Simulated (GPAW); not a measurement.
## SnO2 (Cassiterite): single point with PBE

The system is SnO2 (Cassiterite).

```
Sn O
1.0
     4.73800    0.00000    0.00000
     0.00000    4.73800    0.00000
     0.00000    0.00000    3.18650
Sn O
2 4
Cartesian
  2.3754 2.4140 1.5851
  -0.0463 0.0291 -0.0057
  3.8256 0.9225 1.6109
  3.3039 3.3129 0.0109
  0.9858 3.8486 1.6247
  1.4614 1.4522 -0.0394
```

The cell isn't the ideal one: atoms moved at random, drawn with an rms of 0.05 Å.

```
Program             : GPAW 26.7.0
Task                : single point
Functional          : PBE
Potentials or basis : GPAW PAW data sets (gpaw-data 1.2.1)
Cutoff              : 800 eV
Basis               : pw
k mesh              : 6 × 6 × 8
Occupations         : fermi-dirac, width 0.05 eV
Spin                : no spin polarisation
```

```
Pressure               : 9.6 GPa
Largest force          : 1.732 eV/Å
Band gap on the k mesh : 1.20 eV, direct
```

Forces on the atoms (eV/Å):
```
Sn  -0.241 -0.829 -0.073
Sn   1.630 -0.213  0.543
O   -0.488  0.563 -0.437
O    0.050 -0.280 -0.135
O   -0.997  0.642 -0.409
O    0.046  0.116  0.511
```

Stress tensor (GPa, compression positive):
```
 8.70 -0.19 -0.56
-0.19  9.44 -0.82
-0.56 -0.82 10.74
```

Levels at points of the mesh, in eV from the valence-band top:
| k point | band 24 | band 25 | band 26 | band 27 | band 28 | band 29 |
| --- | --- | --- | --- | --- | --- | --- |
| (0.00, 0.00, 0.00) | -0.86 | -0.82 | 0.00 | 1.20 | 6.10 | 6.28 |
| (0.00, 0.00, 0.50) | -1.75 | -1.25 | -1.19 | 6.05 | 6.19 | 9.54 |
| (0.00, 0.50, 0.00) | -1.18 | -0.70 | -0.64 | 4.36 | 4.46 | 7.08 |
| (0.00, 0.50, 0.50) | -1.17 | -0.69 | -0.68 | 6.33 | 6.43 | 7.94 |
| (0.50, 0.00, 0.00) | -1.07 | -0.88 | -0.43 | 4.35 | 4.44 | 6.99 |
| (0.50, 0.00, 0.50) | -1.07 | -0.75 | -0.74 | 6.28 | 6.50 | 7.98 |
| (0.50, 0.50, 0.00) | -1.29 | -0.94 | -0.93 | 4.84 | 4.88 | 7.45 |
| (0.50, 0.50, 0.50) | -1.10 | -0.75 | -0.74 | 4.72 | 4.76 | 8.90 |

Run time: 6.8 min on 1 thread of Arm Neoverse V1, on a shared host, peak memory 0.68 GiB.

Caveat: spin-orbit coupling is left out, which moves the levels of the heavy elements.
